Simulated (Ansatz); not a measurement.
# C (Fd-3m) in Ansatz: notebook

One crystal, C, is run at these levels: r2SCAN, PBE; tasks: band structure, single point, equation of state.

Program: Ansatz 0.2.0. These are calculated values, not measurements. Logs are shortened: lines on timing, memory, paths and dates and some standing lists are left out, and cuts for length are marked.

**Measured values to compare with.**

“Equation of state of cubic boron nitride at high pressures and temperatures”, 2007, arxiv:cond-mat/0702656 quotes, for a bulk crystal of C: bulk modulus 442 ± 5 GPa.

The runs below are set against these values where they give the same quantity.

## (1) Starting point

The structure is cubic, space group Fd-3m (No. 227). The conventional cell has a = 3.567 Å, b = 3.567 Å, c = 3.567 Å, α = 90.00°, β = 90.00°, γ = 90.00°. Around C (site symmetry -43m) lie 4 C at 1.54 Å.

This isn't the form of C at room conditions, which is graphite.

## (2) Band structure, r2SCAN

input.yaml reads:

```yaml
crystal:
  lattice:
    - [0.0, 1.78337, 1.78337]
    - [1.78337, 0.0, 1.78337]
    - [1.78337, 1.78337, 0.0]
  atoms:
    - { symbol: C, position: [0.75, 0.75, 0.75] }
    - { symbol: C, position: [0.5, 0.5, 0.5] }
hamiltonian:
  xc: r2scan
  pseudopotentials: { kind: paw }
kpoints:
  mp_grid: { grid: [13, 13, 13] }
  band_path:
    path:
      - [[0.0, 0.0, 0.0], [0.5, 0.0, 0.5], [0.5, 0.25, 0.75], [0.375, 0.375, 0.75], [0.0, 0.0, 0.0], [0.5, 0.5, 0.5], [0.625, 0.25, 0.625], [0.5, 0.25, 0.75], [0.5, 0.5, 0.5], [0.375, 0.375, 0.75]]
      - [[0.625, 0.25, 0.625], [0.5, 0.0, 0.5]]
    npoints: 14
scf:
  occupations: { method: fermi_dirac, width: 0.05 }
  n_extra_bands: 6
output:
  forces: true
  stress: true
  eigenvalues: true
  fatbands: false
```

Potentials or basis: Ansatz PAW.

Launch:

```console
ansatz run input.yaml --threads 2 --pin off --max-ram 5632MiB --backend cpu --events-out ev --progress --plain --runs-dir out
```

Standard output:

```text
Warning: RAYON_NUM_THREADS=2 ignored (pool sized by the plan → 2); use --threads N
scf.n_extra_bands = 6 over 4 filled bands (N_el = 8.0): the run solves 10 bands
Engine: ansatz 0.2.0, aarch64-unknown-linux-gnu
Pseudopotentials: kind: paw
Pseudopotential: C, paw, valence charge 4, recommended cutoff 500 eV (meta_gga), C.paw.azcp
Functional definition: r2SCAN
  parameter k0 = 0.174
  parameter k1 = 0.065
  parameter a1 = 4.9479
  exchange = r2scan_x(k0 = k0, k1 = k1, a1 = a1)
  correlation = r2scan_c
Crystal: 2 atoms, lattice volume = 11.344 Å³
Basis set: ecut = 500 eV, 283 PW (Γ), exchange–correlation on 80×80×80 points (64 copies of the dense FFT grid, shifted against one another)
Bands: 10, of which v1, the nominal top of the filled ones, is band 4 counted from 1 (3 counted from 0)
Symmetry: 48 space group operations
Space group: Fd-3m (ITA 227), of the structure as read, at distance tolerance 2.2e-5 Å
k-points: 84 of 2197
Non-local potential: C, projectors of the file, l = 0: 2, l = 1: 2, l = 2: 1
PAW form: soft (Blöchl's): semilocal exchange-correlation on the pseudo side does not see the compensation charge
PAW frozen core: C, regenerated for the run's functional (the file was generated under x = pbe(κ = 0.804, μ = 0.2195149727645171), c = pbe(β = 0.06672455060314922))
PAW one-centre angular grid: C, 302 points (default); XC on 239 of its mesh's 2573 points in the sphere
Initial density: superposition of atomic densities (neutral atoms: chi_scale 0, normalization atom), corrected by the library's trained network
Initial wavefunctions: pseudopotential atomic-orbital guess
Functional: x = r2scan, c = r2scan; τ floored in thin density (d = 2e-4 eV/Å³)
SCF iter   1: F=—  HF=-503.055310 eV  |F-HF|=—  |Δ(HF+E_count)|=         —  Δρ=8.86e-3  dr2=2.40e-3  dr2_τ=3.81e-1  ethr=1.77e-3  ⟨swp⟩=5.2  Hψ=5294  notcnv=0  defer=22
preconditioner: auto → none  [insulator: Δε(μ)=4.304 eV  Ē_g=24.579 eV  σ=0.050 eV  W_gap=1.00  n_scr=0 (ndim 8)  ℏωp=31.2 eV  f_vac=0.000  D(μ)=0.00/eV (n_scr^D=0)  ε∞_Penn≈2.6]
SCF iter   2: F=—  HF=-503.111008 eV  |F-HF|=—  |Δ(HF+E_count)|=   5.57e-2  Δρ=5.56e-3  dr2=9.70e-4  dr2_τ=5.80e-5  ethr=3.00e-5  ⟨swp⟩=2.0  Hψ=2196  notcnv=0  defer=157
SCF iter   3: F=—  HF=-503.111036 eV  |F-HF|=—  |Δ(HF+E_count)|=   2.77e-5  Δρ=1.81e-3  dr2=1.10e-4  dr2_τ=1.54e-5  ethr=1.21e-5  ⟨swp⟩=2.0  Hψ=965  notcnv=0  defer=157
SCF iter   4: F=—  HF=-503.111069 eV  |F-HF|=—  |Δ(HF+E_count)|=   3.31e-5  Δρ=3.62e-4  dr2=4.39e-6  dr2_τ=2.91e-7  ethr=1.38e-6  ⟨swp⟩=1.4  Hψ=765  notcnv=0  defer=157
SCF iter   5: F=—  HF=-503.111069 eV  |F-HF|=—  |Δ(HF+E_count)|=   6.22e-7  Δρ=8.68e-5  dr2=2.56e-7  dr2_τ=2.91e-8  ethr=5.49e-8  ⟨swp⟩=1.5  Hψ=804  notcnv=0  defer=157
SCF iter   6: F=-503.111069 eV  HF=-503.111069 eV  |F-HF|=6.18e-10  |Δ(HF+E_count)|=   1.60e-7  Δρ=4.61e-6  dr2=6.76e-10  dr2_τ=1.08e-10  ethr=1.25e-9  ⟨swp⟩=8.3  Hψ=4398  notcnv=0
SCF 1 converged in 6 iterations: F = -503.111069 eV  dr2 = 6.76e-10
NSCF: frozen V_eff on 142 k-points
SCF converged after 6 iterations
Free energy (F): -503.111069 eV
Harris-Foulkes:  -503.111069 eV  (|F-HF|=6.18e-10)
Internal energy: -503.111069 eV  (E = F + TS)
E sigma→0 (E₀):  -503.111069 eV
Fermi energy:    15.448213 eV
--- Per-component energies (eV) ---
  E_band       = 30.266393
  E_kinetic    = 184.135204
  E_local      = -121.137006  (includes V_loc(G=0)·N_el)
  E_nonlocal   = 52.519089
  E_hartree    = 26.677993
  E_xc         = -95.860610
  E_vxc        = -132.463487  (∫ρ·V_xc dr)
  E_paw        = -201.434837  (= ΣΔE_a)
  E_vpaw       = -13.133674  (= ΣTr[D̂ρ^β])
  E_aug_tail   = 0.000008  (compensation charges beyond the density's cutoff)
  E_vtau       = 6.990330  (kinetic-family band-sum trace: ∫τ·v_τ [+ j·A + Jᵃ·Aᵃ] dr)
  E_ewald      = -347.961363
  E_core_change = -0.049547  (= ΣΔE_core)
  E_smearing   = -0.000000  (= −TS)
  E_closure    = 0.000000  (closes the sum)
  Σ components = -503.111069   (vs F -503.111069, Δ=0.00e0)
--- Forces (eV/Å), atoms counted from 1 ---
  atom   1  C     -0.00000000     0.00000000     0.00000000
  atom   2  C      0.00000000     0.00000000     0.00000000
  max |Σ_I F_I| component: 6.01e-17 eV/Å
--- Stress (GPa, compression-positive) ---
       -2.421604       0.000000      -0.000000
       -0.000000      -2.421604       0.000000
        0.000000       0.000000      -2.421604
  P = ⅓ Tr σ = -2.4216 GPa (-24.216 kbar)
--- Band table (eV; the first three rows and the last of 84) ---
  k-point 0: bands = ["-9.3844", "13.2884", "13.2884", "13.2884", "19.1685", "19.1685", "19.1685", "27.0618", "33.6428", "40.6194"]
  k-point 1: bands = ["-9.2134", "12.1495", "12.9923", "12.9923", "19.5569", "19.5569", "19.8363", "27.2384", "33.9417", "38.7508"]
  k-point 2: bands = ["-8.7020", "9.7396", "12.3252", "12.3252", "20.4366", "20.4366", "20.8975", "27.7537", "34.6062", "37.1282"]
  k-point 83: bands = ["-0.3470", "1.1801", "4.2471", "5.2663", "24.1112", "24.1502", "25.9478", "27.4083", "34.8566", "36.7376"]
```

Run time: 2.2 s. Hardware: 2 threads of Arm Neoverse N1, shared host; peak memory 0.28 GiB.

What came out:

```
Free energy             : -503.1111 eV
Pressure                : -2.4 GPa
Band gap on the k mesh  : 4.36 eV, indirect (least direct gap 5.88 eV)
Band gap along the path : 4.35 eV, indirect (least direct gap 5.88 eV)
```

Levels at the corners of the path, in eV from the valence-band top:
| point | band 1 | band 2 | band 3 | band 4 | band 5 | band 6 | band 7 | band 8 | band 9 |
| --- | --- | --- | --- | --- | --- | --- | --- | --- | --- |
| Γ | -22.67 | 0.00 | 0.00 | 0.00 | 5.88 | 5.88 | 5.88 | 13.77 | 20.35 |
| X | -13.57 | -13.57 | -6.65 | -6.65 | 5.02 | 5.02 | 17.90 | 17.90 | 24.59 |
| W | -12.80 | -12.80 | -8.70 | -8.70 | 11.27 | 11.27 | 12.92 | 12.92 | 22.59 |
| K | -13.86 | -12.48 | -9.72 | -5.66 | 5.99 | 11.32 | 15.24 | 16.55 | 19.72 |
| Γ | -22.67 | 0.00 | 0.00 | 0.00 | 5.88 | 5.88 | 5.88 | 13.77 | 20.35 |
| L | -16.73 | -14.03 | -2.97 | -2.97 | 8.92 | 8.92 | 9.12 | 16.71 | 23.17 |
| U | -13.86 | -12.48 | -9.72 | -5.66 | 5.99 | 11.32 | 15.24 | 16.55 | 19.72 |
| W | -12.80 | -12.80 | -8.70 | -8.70 | 11.27 | 11.27 | 12.92 | 12.92 | 22.59 |
| L | -16.73 | -14.03 | -2.97 | -2.97 | 8.92 | 8.92 | 9.12 | 16.71 | 23.17 |
| K | -13.86 | -12.48 | -9.72 | -5.66 | 5.99 | 11.32 | 15.24 | 16.55 | 19.72 |
| U | -13.86 | -12.48 | -9.72 | -5.66 | 5.99 | 11.32 | 15.24 | 16.55 | 19.72 |
| X | -13.57 | -13.57 | -6.65 | -6.65 | 5.02 | 5.02 | 17.90 | 17.90 | 24.59 |

Caveat: the PAW data sets come from PBE, with cores solved anew for the run's functional, which leaves a small shift of forces and pressure. r2SCAN opens gaps a little over a GGA but as a rule still falls short of measured ones.

## (3) Single point, r2SCAN, 5.33 Å³/atom (volume scaled by 0.94)

input.yaml reads:

```yaml
crystal:
  lattice:
    - [0.0, 1.7469644787, 1.7469644787]
    - [1.7469644787, 0.0, 1.7469644787]
    - [1.7469644787, 1.7469644787, 0.0]
  atoms:
    - { symbol: C, position: [0.75, 0.75, 0.75] }
    - { symbol: C, position: [0.5, 0.5, 0.5] }
hamiltonian:
  xc: r2scan
  pseudopotentials: { kind: paw }
kpoints:
  mp_grid: { grid: [13, 13, 13] }
scf:
  occupations: { method: fermi_dirac, width: 0.05 }
output:
  forces: true
  stress: true
  eigenvalues: true
```

Potentials or basis: Ansatz PAW.

Launch:

```console
ansatz run input.yaml --threads 2 --pin off --max-ram 5632MiB --backend cpu --events-out ev --progress --plain --runs-dir out
```

Run time: 1.3 s. Hardware: 2 threads of Arm Neoverse N1, shared host; peak memory 0.28 GiB.

The run converged. Its results:

| Quantity | Value |
| --- | --- |
| Free energy | -503.0594 eV |
| Pressure | 28.2 GPa |
| Band gap on the k mesh | 4.51 eV, indirect (least direct gap 6.06 eV) |

Caveat: odd divisions of the mesh miss points on the zone boundary, where band edges often lie, so the gap on the mesh can be too wide; the PAW data sets come from PBE, with cores solved anew for the run's functional, which leaves a small shift of forces and pressure.

## (4) Single point, r2SCAN, 5.44 Å³/atom (volume scaled by 0.96)

Edit input.yaml of step 3 so:

```diff
@@ -2,5 +2,5 @@
   lattice:
-    - [0.0, 1.7469644787, 1.7469644787]
-    - [1.7469644787, 0.0, 1.7469644787]
-    - [1.7469644787, 1.7469644787, 0.0]
+    - [0.0, 1.7592674508, 1.7592674508]
+    - [1.7592674508, 0.0, 1.7592674508]
+    - [1.7592674508, 1.7592674508, 0.0]
   atoms:
@@ -19 +19,5 @@
   eigenvalues: true
+  write_density: true
+  write_potential: true
+  elf: true
+  volumetric_format: npy
```

Launch:

```console
ansatz run input.yaml --threads 2 --pin off --max-ram 5632MiB --backend cpu --events-out ev --progress --plain --runs-dir out
```

Wall time 1.6 s (2 threads of Arm Neoverse N1, shared host); peak memory 0.28 GiB.

It converged, with:

```yaml
Free_energy: -503.0913 eV
Pressure: 17.0 GPa
Band_gap_on_the_k_mesh: 4.46 eV, indirect (least direct gap 6.00 eV)
```

Caveat: odd divisions of the mesh miss points on the zone boundary, where band edges often lie, so the gap on the mesh can be too wide; the PAW data sets come from PBE, with cores solved anew for the run's functional, which leaves a small shift of forces and pressure.

## (5) Single point, r2SCAN, 5.56 Å³/atom (volume scaled by 0.98)

input.yaml reads:

```yaml
crystal:
  lattice:
    - [0.0, 1.7714007132, 1.7714007132]
    - [1.7714007132, 0.0, 1.7714007132]
    - [1.7714007132, 1.7714007132, 0.0]
  atoms:
    - { symbol: C, position: [0.75, 0.75, 0.75] }
    - { symbol: C, position: [0.5, 0.5, 0.5] }
hamiltonian:
  xc: r2scan
  pseudopotentials: { kind: paw }
kpoints:
  mp_grid: { grid: [13, 13, 13] }
scf:
  occupations: { method: fermi_dirac, width: 0.05 }
output:
  forces: true
  stress: true
  eigenvalues: true
```

Launch:

```console
ansatz run input.yaml --threads 2 --pin off --max-ram 5632MiB --backend cpu --events-out ev --progress --plain --runs-dir out
```

Run time: 1.3 s. Hardware: 2 threads of Arm Neoverse N1, shared host; peak memory 0.28 GiB.

The run converged. Its results:

- Free energy: -503.1080 eV
- Pressure: 6.8 GPa
- Band gap on the k mesh: 4.41 eV, indirect (least direct gap 5.94 eV)

Caveat: odd divisions of the mesh miss points on the zone boundary, where band edges often lie, so the gap on the mesh can be too wide; the PAW data sets come from PBE, with cores solved anew for the run's functional, which leaves a small shift of forces and pressure.

## (6) Single point, r2SCAN, 5.67 Å³/atom

Edit input.yaml of step 5 so:

```diff
@@ -2,5 +2,5 @@
   lattice:
-    - [0.0, 1.7714007132, 1.7714007132]
-    - [1.7714007132, 0.0, 1.7714007132]
-    - [1.7714007132, 1.7714007132, 0.0]
+    - [0.0, 1.78337, 1.78337]
+    - [1.78337, 0.0, 1.78337]
+    - [1.78337, 1.78337, 0.0]
   atoms:
```

Potentials or basis: Ansatz PAW.

Launch:

```console
ansatz run input.yaml --threads 2 --pin off --max-ram 5632MiB --backend cpu --events-out ev --progress --plain --runs-dir out
```

Wall time 1.4 s (2 threads of Arm Neoverse N1, shared host); peak memory 0.28 GiB.

It converged, with:

```
Free energy            : -503.1111 eV
Pressure               : -2.4 GPa
Band gap on the k mesh : 4.36 eV, indirect (least direct gap 5.88 eV)
```

Caveat: odd divisions of the mesh miss points on the zone boundary, where band edges often lie, so the gap on the mesh can be too wide; the PAW data sets come from PBE, with cores solved anew for the run's functional, which leaves a small shift of forces and pressure.

## (7) Single point, r2SCAN, 5.79 Å³/atom (volume scaled by 1.02)

Edit input.yaml of step 6 so:

```diff
@@ -2,5 +2,5 @@
   lattice:
-    - [0.0, 1.78337, 1.78337]
-    - [1.78337, 0.0, 1.78337]
-    - [1.78337, 1.78337, 0.0]
+    - [0.0, 1.7951807415, 1.7951807415]
+    - [1.7951807415, 0.0, 1.7951807415]
+    - [1.7951807415, 1.7951807415, 0.0]
   atoms:
```

Launch:

```console
ansatz run input.yaml --threads 2 --pin off --max-ram 5632MiB --backend cpu --events-out ev --progress --plain --runs-dir out
```

It took 1.4 s on 2 threads of Arm Neoverse N1, shared host; peak memory 0.28 GiB.

The run converged. Its results:

| Property | Result |
| --- | --- |
| Free energy | -503.1016 eV |
| Pressure | -10.9 GPa |
| Band gap on the k mesh | 4.32 eV, indirect (least direct gap 5.82 eV) |

Caveat: odd divisions of the mesh miss points on the zone boundary, where band edges often lie, so the gap on the mesh can be too wide; the PAW data sets come from PBE, with cores solved anew for the run's functional, which leaves a small shift of forces and pressure.

## (8) Single point, r2SCAN, 5.90 Å³/atom (volume scaled by 1.04)

Edit input.yaml of step 7 so:

```diff
@@ -2,5 +2,5 @@
   lattice:
-    - [0.0, 1.7951807415, 1.7951807415]
-    - [1.7951807415, 0.0, 1.7951807415]
-    - [1.7951807415, 1.7951807415, 0.0]
+    - [0.0, 1.806838086, 1.806838086]
+    - [1.806838086, 0.0, 1.806838086]
+    - [1.806838086, 1.806838086, 0.0]
   atoms:
```

Launch:

```console
ansatz run input.yaml --threads 2 --pin off --max-ram 5632MiB --backend cpu --events-out ev --progress --plain --runs-dir out
```

Wall time 1.4 s (2 threads of Arm Neoverse N1, shared host); peak memory 0.28 GiB.

The run converged. Its results:

```yaml
Free_energy: -503.0807 eV
Pressure: -18.5 GPa
Band_gap_on_the_k_mesh: 4.27 eV, indirect (least direct gap 5.77 eV)
```

Caveat: odd divisions of the mesh miss points on the zone boundary, where band edges often lie, so the gap on the mesh can be too wide; the PAW data sets come from PBE, with cores solved anew for the run's functional, which leaves a small shift of forces and pressure.

## (9) Single point, r2SCAN, 6.01 Å³/atom (volume scaled by 1.06)

Edit input.yaml of step 8 so:

```diff
@@ -2,5 +2,5 @@
   lattice:
-    - [0.0, 1.806838086, 1.806838086]
-    - [1.806838086, 0.0, 1.806838086]
-    - [1.806838086, 1.806838086, 0.0]
+    - [0.0, 1.8183469191, 1.8183469191]
+    - [1.8183469191, 0.0, 1.8183469191]
+    - [1.8183469191, 1.8183469191, 0.0]
   atoms:
```

Potentials or basis: Ansatz PAW.

Launch:

```console
ansatz run input.yaml --threads 2 --pin off --max-ram 5632MiB --backend cpu --events-out ev --progress --plain --runs-dir out
```

Wall time 1.4 s (2 threads of Arm Neoverse N1, shared host); peak memory 0.28 GiB.

Results (log left out):

| Item | Value |
| --- | --- |
| Free energy | -503.0494 eV |
| Pressure | -25.5 GPa |
| Band gap on the k mesh | 4.23 eV, indirect (least direct gap 5.72 eV) |

Caveat: odd divisions of the mesh miss points on the zone boundary, where band edges often lie, so the gap on the mesh can be too wide; the PAW data sets come from PBE, with cores solved anew for the run's functional, which leaves a small shift of forces and pressure.

## (10) Equation of state, r2SCAN

No new run: the results of the series are fitted here.

What came out:

```
Equilibrium volume                      : 5.64 Å³/atom
Bulk modulus                            : 451 GPa
Pressure derivative of the bulk modulus : 3.7
```

Energy against volume, from the lowest point:
```csv
volume (Å³/atom),energy (meV/atom)
5.332,25.85
5.445,9.91
5.558,1.51
5.672,0.00
5.785,4.75
5.899,15.19
6.012,30.83
```

Caveat: the PAW data sets were made with another functional, which shifts forces and pressure a little.

## (11) Band structure, PBE

input.yaml reads:

```yaml
crystal:
  lattice:
    - [0.0, 1.78337, 1.78337]
    - [1.78337, 0.0, 1.78337]
    - [1.78337, 1.78337, 0.0]
  atoms:
    - { symbol: C, position: [0.75, 0.75, 0.75] }
    - { symbol: C, position: [0.5, 0.5, 0.5] }
hamiltonian:
  xc: pbe
  pseudopotentials: { kind: paw }
kpoints:
  mp_grid: { grid: [13, 13, 13] }
  band_path:
    path:
      - [[0.0, 0.0, 0.0], [0.5, 0.0, 0.5], [0.5, 0.25, 0.75], [0.375, 0.375, 0.75], [0.0, 0.0, 0.0], [0.5, 0.5, 0.5], [0.625, 0.25, 0.625], [0.5, 0.25, 0.75], [0.5, 0.5, 0.5], [0.375, 0.375, 0.75]]
      - [[0.625, 0.25, 0.625], [0.5, 0.0, 0.5]]
    npoints: 14
scf:
  occupations: { method: fermi_dirac, width: 0.05 }
  n_extra_bands: 6
output:
  forces: true
  stress: true
  eigenvalues: true
  fatbands: true
```

Launch:

```console
ansatz run input.yaml --threads 2 --pin off --max-ram 5632MiB --backend cpu --events-out ev --progress --plain --runs-dir out
```

Wall time 1.3 s (2 threads of Arm Neoverse N1, shared host); peak memory 0.24 GiB.

The run converged. Its results:

| Property | Result |
| --- | --- |
| Free energy | -501.6155 eV |
| Pressure | 1.8 GPa |
| Band gap on the k mesh | 4.15 eV, indirect (least direct gap 5.59 eV) |
| Band gap along the path | 4.14 eV, indirect (least direct gap 5.59 eV) |

Levels at the corners of the path, in eV from the valence-band top:
| point | band 2 | band 3 | band 4 | band 5 | band 6 | band 7 |
| --- | --- | --- | --- | --- | --- | --- |
| Γ | 0.00 | 0.00 | 0.00 | 5.59 | 5.59 | 5.59 |
| X | -12.77 | -6.31 | -6.31 | 4.77 | 4.77 | 16.80 |
| W | -11.98 | -8.33 | -8.33 | 10.62 | 10.62 | 12.30 |
| K | -11.74 | -9.32 | -5.37 | 5.68 | 10.74 | 14.36 |
| Γ | 0.00 | 0.00 | 0.00 | 5.59 | 5.59 | 5.59 |
| L | -13.38 | -2.81 | -2.81 | 8.47 | 8.47 | 8.83 |
| U | -11.74 | -9.32 | -5.37 | 5.68 | 10.74 | 14.36 |
| W | -11.98 | -8.33 | -8.33 | 10.62 | 10.62 | 12.30 |
| L | -13.38 | -2.81 | -2.81 | 8.47 | 8.47 | 8.83 |
| K | -11.74 | -9.32 | -5.37 | 5.68 | 10.74 | 14.36 |
| U | -11.74 | -9.32 | -5.37 | 5.68 | 10.74 | 14.36 |
| X | -12.77 | -6.31 | -6.31 | 4.77 | 4.77 | 16.80 |

Caveat: the pressure holds a Pulay correction of +1.0 GPa for the finite cutoff. A hybrid or GW would open this gap; PBE tends to underestimate it.

## (12) Summary

| task | level | cutoff (eV) | points for each segment of the path | gap on the mesh (eV) | pressure (GPa) |
| --- | --- | --- | --- | --- | --- |
| band structure | r2SCAN | 500 | 14 | 4.36 | -2.4 |
| equation of state | r2SCAN | 500 | - | - | - |
| band structure | PBE | 420 | 14 | 4.15 | 1.8 |

Alike in all rows: potentials or basis Ansatz PAW; no spin polarisation; cell as given; k mesh 13 × 13 × 13; smearing fermi-dirac 0.05 eV.

Caveats: the PAW data sets come from PBE, with cores solved anew for the run's functional, which leaves a small shift of forces and pressure (some runs); the PAW data sets were made with another functional, which shifts forces and pressure a little (some runs).

Absolute energies hang on the potentials; compare differences alone.

## (13) How close it comes

Step 10. Measured bulk modulus of C: 442 GPa (quoted in “Equation of state of cubic boron nitride at high pressures and temperatures”, 2007, arxiv:cond-mat/0702656). This calculation gives 451 GPa (+1.9 %). 3 values of this kind are on record (442 to 444.8 GPa); this one was drawn at random among those near their median, those with a stated uncertainty first. The fit is for a static lattice scaled at fixed shape and fixed fractional positions. The cell as given is a measured one (5.67 Å³/atom); r2SCAN puts the equilibrium volume -0.5 % from it, thermal expansion not counted.
